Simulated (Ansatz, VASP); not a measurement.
This is a calculation of BN for Ansatz 0.2.0. The cell is a database's computed one, not the measured one.

The input input.yaml:

```yaml
crystal:
  lattice:
    - [0.0, 1.813001, 1.813001]
    - [1.813001, 0.0, 1.813001]
    - [1.813001, 1.813001, 0.0]
  atoms:
    - { symbol: "N", position: [0.25, 0.25, 0.25] }
    - { symbol: B, position: [0.0, 0.0, 0.0] }
hamiltonian:
  xc: lda
  pseudopotentials: { kind: paw }
kpoints:
  mp_grid: { grid: [13, 13, 13] }
scf:
  occupations: { method: fermi_dirac, width: 0.05 }
output:
  forces: true
  stress: true
relax:
  f_tol: 0.01
  max_steps: 40
  cell: { stress_tol: 0.05 }
```

Potentials or basis: Ansatz PAW.

Command:

```console
$ ansatz run input.yaml --threads 2 --pin off --max-ram 5632MiB --backend cpu --events-out ev --progress --plain --runs-dir out
```

Question: Translate it to VASP 6.6.1. Potentials or basis there: LDA PAW files B, N, 600 eV.

Answer: As run (cutoffs and basis follow the program's own potentials, and thresholds, step limits or extra output files can differ):

Contents of INCAR:

```
ALGO = Normal ; EDIFF = 1E-6
EDIFFG = -0.005 ; ENCUT = 600
GGA = CA ; IBRION = 2
ISIF = 3 ; ISMEAR = -1
LASPH = T ; LCHARG = F
LREAL = F ; LWAVE = F
NELM = 100 ; NSW = 40
PREC = Accurate ; SIGMA = 0.05
```

File KPOINTS:

```
k-points
0
Gamma
  13 13 13
```

File POSCAR:

```
BN
1.0
    0.0000000000      1.8130010000      1.8130010000
    1.8130010000      0.0000000000      1.8130010000
    1.8130010000      1.8130010000      0.0000000000
N B
1 1
Direct
    0.2500000000      0.2500000000      0.2500000000
    0.0000000000      0.0000000000      0.0000000000
```

Potentials or basis: VASP PAW LDA potentials, release 64 (N, B).

Run with:

```bash
$ cat potpaw_LDA.64/N/POTCAR potpaw_LDA.64/B/POTCAR > POTCAR
$ mpirun -np 1 vasp_std > vasp.out
```

Both were run:

|  | Ansatz | VASP |
| --- | --- | --- |
| Relaxed volume | 5.74 Å³/atom | 5.75 Å³/atom |
| Relaxed cell | a = 2.532 Å, b = 2.532 Å, c = 2.532 Å, α = 60.00°, β = 60.00°, γ = 60.00° | a = 2.533 Å, b = 2.533 Å, c = 2.533 Å, α = 60.00°, β = 60.00°, γ = 60.00° |
| Space group after relaxing | F-43m (No. 216) | F-43m (No. 216) |
| Pressure after relaxing | 0.0 GPa | -0.1 GPa |

Ansatz's pressure holds a Pulay term of +1.35 GPa for its cutoff of 420 eV, which the other run lacks.

Ansatz's potentials were made for PBE.

Where Ansatz's input types no cutoff or centring, it takes its own default and a Γ-centred mesh.

The two programs' LDA may be different fits to the electron gas.

Pressure is positive in compression.
